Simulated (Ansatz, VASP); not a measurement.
One calculation of HgTe, two programs

File INCAR:

```
PREC = Accurate ; ENCUT = 520
EDIFF = 1E-6 ; ISMEAR = -1
SIGMA = 0.08 ; LREAL = False
LASPH = True ; NELM = 60
ALGO = Normal ; ISIF = 2
LWAVE = False ; LCHARG = False
GGA = CA ; NBANDS = 16
```

KPOINTS

```
Automatic mesh
0
Gamma
  10 10 10
```

POSCAR

```
HgTe
1.0
    0.0000000000      3.0091450000      2.9215000000
    3.0091450000      0.0000000000      2.9215000000
    3.0091450000      3.0091450000      0.0000000000
Hg Te
1 1
Direct
    0.0000000000      0.0000000000      0.0000000000
    0.5000000000      0.5000000000      0.5000000000
```

Input for Ansatz:

```yaml
crystal:
  lattice:
    - [0.0, 3.009145, 2.9215]
    - [3.009145, 0.0, 2.9215]
    - [3.009145, 3.009145, 0.0]
  atoms:
    - { symbol: Hg, position: [0.0, 0.0, 0.0] }
    - { symbol: Te, position: [0.5, 0.5, 0.5] }
kpoints:
  mp_grid: { grid: [10, 10, 10] }
  band_path:
    path:
      - [0.0, 0.0, 0.0]
      - [0.0, 0.5, 0.5]
      - [0.25, 0.75, 0.5]
      - [0.0, 0.5, 0.0]
      - [0.0, 0.0, 0.0]
      - [0.5, 0.5, 0.0]
      - [0.3826125, 0.6173875, 0.0]
      - [-0.3826125, 0.3826125, 0.0]
      - [0.0, 0.0, 0.0]
    npoints: 5
scf:
  occupations: { method: fermi_dirac, width: 0.08 }
hamiltonian:
  xc: lda
  pseudopotentials: { kind: all_electron, lapw: { basis_error: 0.001 } }
output:
  forces: true
  stress: true
  eigenvalues: true
```

Change from the starting cell: equal xx and yy strain of +3 %.

Alike in both runs: task single point; functional LDA; k mesh 10 × 10 × 10; occupations fermi-dirac, width 0.08 eV; no spin polarisation.

```csv
,VASP,Ansatz
version,VASP 6.6.1,Ansatz 0.2.0
potentials or method,"VASP PAW LDA potentials, release 64 (Hg, Te)","all-electron LAPW, scalar-relativistic"
plane-wave cutoff (eV),520,see its input
```

```csv
,VASP,Ansatz,Ansatz less VASP
pressure (GPa),0.0,-0.4,-0.41
largest component of the traceless stress (GPa),1.87,1.78,-0.089
```

Ansatz ran all-electron here, so the differences hold the error of VASP's frozen core and of both bases.

The runs have no spin-orbit coupling, so splittings on Hg, Te are missing.
